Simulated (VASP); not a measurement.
# H2Os (P4/mmm) in VASP: notebook, part 2 of 2

VASP 6.6.1. The steps go on from the part before.

## (4) Single point, HSE(alpha, omega)

File POSCAR:

```
H2Os
1.0
    2.4917700000      0.0000000000      0.0000000000
    0.0000000000      2.4917700000      0.0000000000
    0.0000000000      0.0000000000      4.6022600000
H Os
2 1
Direct
    0.5000000000      0.5000000000      0.3950400000
    0.5000000000      0.5000000000      0.6049600000
    0.5000000000      0.5000000000      0.0000000000
```

File INCAR.step1:

```
PREC     = Accurate       # precision mode
ENCUT    = 520            # plane-wave cutoff, eV
EDIFF    = 1E-5           # SCF threshold, eV
ISMEAR   = -1             # smearing method
SIGMA    = 0.05           # smearing width, eV
LREAL    = False          # projectors in reciprocal space
LASPH    = True           # aspherical terms in the spheres
NELM     = 100            # most SCF steps
ALGO     = Normal         # electronic algorithm
ISIF     = 2              # what is computed and relaxed
LWAVE    = True           # write WAVECAR
LCHARG   = False          # write CHGCAR
GGA      = PE             # functional
```

File INCAR.step2:

```
PREC     = Accurate       # precision mode
ENCUT    = 520            # plane-wave cutoff, eV
EDIFF    = 1E-7           # SCF threshold, eV
ISMEAR   = -1             # smearing method
SIGMA    = 0.05           # smearing width, eV
LREAL    = False          # projectors in reciprocal space
LASPH    = True           # aspherical terms in the spheres
NELM     = 100            # most SCF steps
ALGO     = Normal         # electronic algorithm
ISIF     = 2              # what is computed and relaxed
LWAVE    = False          # write WAVECAR
LCHARG   = False          # write CHGCAR
GGA      = PE             # functional
LHFCALC  = True           # exact exchange
HFSCREEN = 0.2            # screening, 1/A
AEXX     = 0.05           # exact-exchange fraction
PRECFOCK = Fast         
ISTART   = 1
```

File KPOINTS:

```
Automatic mesh
0
Gamma
  6 6 3
```

Potentials or basis: VASP PAW PBE potentials, release 64 (H, Os).

On the command line:

```console
$ cat potpaw_PBE.64/H/POTCAR potpaw_PBE.64/Os/POTCAR > POTCAR
$ cp INCAR.step1 INCAR
$ mpirun -np 1 vasp_std > vasp.out
$ cp INCAR.step2 INCAR
$ mpirun -np 1 vasp_std > vasp.out
```

OUTCAR:

```text
PREC = Accurate
   ENCUT = 520
   EDIFF = 1E-7
   ISMEAR = -1
   LREAL = False
   LASPH = True
   NELM = 100
   ISIF = 2
   GGA = PE
   LHFCALC = True
   HFSCREEN = 0.2
   AEXX = 0.05
   PRECFOCK = Fast
   ISTART = 1

 ion  position               nearest neighbor table
   1  0.500  0.500  0.395-   3 1.82
   2  0.500  0.500  0.605-   3 1.82
   3  0.500  0.500  0.000-   1 1.82   2 1.82

  LATTYP: Found a simple tetragonal cell.
 ALAT       =     2.4917700000
 C/A-ratio  =     1.8469842722

  Lattice vectors:

 A1 = (   2.4917700000,   0.0000000000,   0.0000000000)
 A2 = (   0.0000000000,   2.4917700000,   0.0000000000)
 A3 = (   0.0000000000,   0.0000000000,   4.6022600000)

Analysis of symmetry for initial positions (statically):
=====================================================================
 Subroutine PRICEL returns:
 Original cell was already a primitive cell.

 Routine SETGRP: Setting up the symmetry group for a
 simple tetragonal supercell.

 Subroutine GETGRP returns: Found 16 space group operations
[... 175 lines left out ...]
 fundamental gap:      0.0193660723
 Fermi energy:         3.2465930259

 k-point     1 :       0.0000    0.0000    0.0000
  band No.  band energies     occupation
      1      -6.7986      2.00000
      2      -4.0442      2.00000
      3      -3.0537      2.00000
      4       2.7539      1.99989
      5       4.3168      0.00000
      6       4.3168      0.00000
      7       6.1075      0.00000
      8       6.2886      0.00000
      9      16.8607      0.00000
[... 217 lines left out ...]
 k-point    20 :       0.5000    0.5000    0.3333
  band No.  band energies     occupation
      1      -3.5498      2.00000
      2      -1.4470      2.00000
      3       0.0181      2.00000
      4       0.0181      2.00000
      5       2.8345      1.99947
      6       8.7165      0.00000
      7      10.7277      0.00000
      8      10.7277      0.00000
      9      13.6046      0.00000

------------------------ aborting loop because EDIFF is reached ----------------------------------------

  FORCE on cell =-STRESS in cart. coord.  units (eV):
  Direction    XX          YY          ZZ          XY          YZ          ZX
  --------------------------------------------------------------------------------------
  -------------------------------------------------------------------------------------
  Total       -0.3238460     -0.3238460     -0.3849142      0.0000000     -0.0000000      0.0000000
  in kB      -18.1577532    -18.1577532    -21.5817911      0.0000000     -0.0000000      0.0000000
  external PRESSURE =     -19.2990991 kB  Pullay stress =       0.0000000 kB

 VOLUME and BASIS-vectors are now :
 -----------------------------------------------------------------------------
  energy-cutoff  :      520.00
  volume of cell :       28.58
      direct lattice vectors                 reciprocal lattice vectors
     2.491770000  0.000000000  0.000000000     0.401321149  0.000000000  0.000000000
     0.000000000  2.491770000  0.000000000     0.000000000  0.401321149  0.000000000
     0.000000000  0.000000000  4.602260000     0.000000000  0.000000000  0.217284552

 POSITION                                       TOTAL-FORCE (eV/Angst)
 -----------------------------------------------------------------------------------
      1.24588      1.24588      1.81808        -0.000000      0.000000      0.004150
      1.24588      1.24588      2.78418         0.000000      0.000000     -0.004150
      1.24588      1.24588      0.00000         0.000000      0.000000      0.000000
 -----------------------------------------------------------------------------------
    total drift:                                0.000003     -0.000001      0.000001

  FREE ENERGIE OF THE ION-ELECTRON SYSTEM (eV)
  ---------------------------------------------------
  free  energy   TOTEN  =       -16.1252811787 eV

  energy  without entropy=      -16.1042352454  energy(sigma->0) =      -16.11475821
```

OUTCAR.step1:

```text
PREC = Accurate
   ENCUT = 520
   EDIFF = 1E-5
   ISMEAR = -1
   LREAL = False
   LASPH = True
[... 459 lines left out ...]
      1.24588      1.24588      1.81808        -0.000000      0.000000      0.004416
      1.24588      1.24588      2.78418         0.000000     -0.000000     -0.004416
      1.24588      1.24588      0.00000         0.000000      0.000000      0.000000
 -----------------------------------------------------------------------------------
    total drift:                               -0.000000      0.000000     -0.000000

  FREE ENERGIE OF THE ION-ELECTRON SYSTEM (eV)
  ---------------------------------------------------
  free  energy   TOTEN  =       -15.6474495157 eV

  energy  without entropy=      -15.6260041716  energy(sigma->0) =      -15.63672684
```

OSZICAR.step1:

```text
N       E                     dE             d eps       ncg     rms          rms(c)
DAV:   1     0.326319634660E+02    0.32632E+02   -0.47247E+03   360   0.978E+02
DAV:   2    -0.146550482586E+02   -0.47287E+02   -0.45484E+02   407   0.234E+02
DAV:   3    -0.167101597344E+02   -0.20551E+01   -0.20325E+01   422   0.412E+01
DAV:   4    -0.167278588869E+02   -0.17699E-01   -0.17669E-01   436   0.409E+00
DAV:   5    -0.167279479437E+02   -0.89057E-04   -0.89048E-04   396   0.196E-01    0.129E+01
DAV:   6    -0.157062608896E+02    0.10217E+01   -0.40100E+00   486   0.144E+01    0.482E+00
DAV:   7    -0.156581259208E+02    0.48135E-01   -0.20504E-01   417   0.349E+00    0.212E+00
DAV:   8    -0.156475016331E+02    0.10624E-01   -0.28554E-02   371   0.191E+00    0.180E-01
DAV:   9    -0.156473446515E+02    0.15698E-03   -0.10230E-03   380   0.308E-01    0.702E-02
DAV:  10    -0.156474101711E+02   -0.65520E-04   -0.19719E-04   372   0.154E-01    0.253E-02
DAV:  11    -0.156474448305E+02   -0.34659E-04   -0.51291E-05   378   0.524E-02    0.886E-03
DAV:  12    -0.156474495157E+02   -0.46852E-05   -0.69124E-06   280   0.225E-02
   1 F= -.15647450E+02 E0= -.15636727E+02  d E =-.214453E-01
```

It took 2.1 min on 1 thread of Intel Xeon Platinum 8488C (Sapphire Rapids), shared host; peak memory 0.24 GiB.

What came out:

```yaml
Free_energy: -16.1253 eV
Pressure: -1.9 GPa
Largest_force: 0.004 eV/Å
Band_gap_on_the_k_mesh: none (metal or under the smearing width)
```

Forces in eV/Å, atoms in the order of the input:
```
H    0.000  0.000  0.004
H    0.000  0.000 -0.004
Os   0.000  0.000  0.000
```

Stress tensor (GPa, compression positive):
```
-1.82  0.00  0.00
 0.00 -1.82  0.00
 0.00  0.00 -2.16
```

Caveat: the k mesh is coarse (spacing up to 0.46 Å⁻¹), so the values aren't converged, least of all with exact exchange; the PAW data sets were made with another functional, which shifts forces and pressure a little.

## (5) The reference run

An earlier run on the cell as given: functional PBE; potentials or basis VASP PAW PBE potentials, release 64 (H, Os); cutoff 520 eV; k mesh 11 × 11 × 6; occupations fermi-dirac, width 0.05 eV; no spin polarisation.

* Pressure: 0.1 GPa
* Largest force: 0.049 eV/Å
* Band gap on the k mesh: none (metal or under the smearing width)

## (6) The runs side by side

| task | level | spin | cell | k mesh | cutoff (eV) | share of exact exchange | grid for exact exchange (PRECFOCK) | mesh quality | gap on the mesh (eV) | pressure (GPa) | relaxed volume (Å³/atom) |
| --- | --- | --- | --- | --- | --- | --- | --- | --- | --- | --- | --- |
| relaxation of cell and atoms | PBE | off | relaxed | 8 × 8 × 5 | 600 | - | - | not flagged | none | -0.1 | 9.53 |
| relaxation of cell and atoms | PBE | SOC, no magnetisation | relaxed | 8 × 8 × 5 | 600 | - | - | not flagged | - | 0.0 | 9.56 |
| single point | HSE(alpha, omega) | off | as given | 6 × 6 × 3 | 520 | 0.05 | Fast | coarse | none | -1.9 | - |
| single point | PBE | off | as given | 11 × 11 × 6 | 520 | - | - | not flagged | none | 0.1 | - |

Alike in all rows: potentials or basis VASP PAW PBE potentials, release 64 (H, Os); smearing fermi-dirac 0.05 eV.

Caveats: some runs use coarse meshes; the PAW data sets were made with another functional, which shifts forces and pressure a little (some runs).

Total energies depend on the potentials used, so only differences within one code and one set of settings carry meaning.
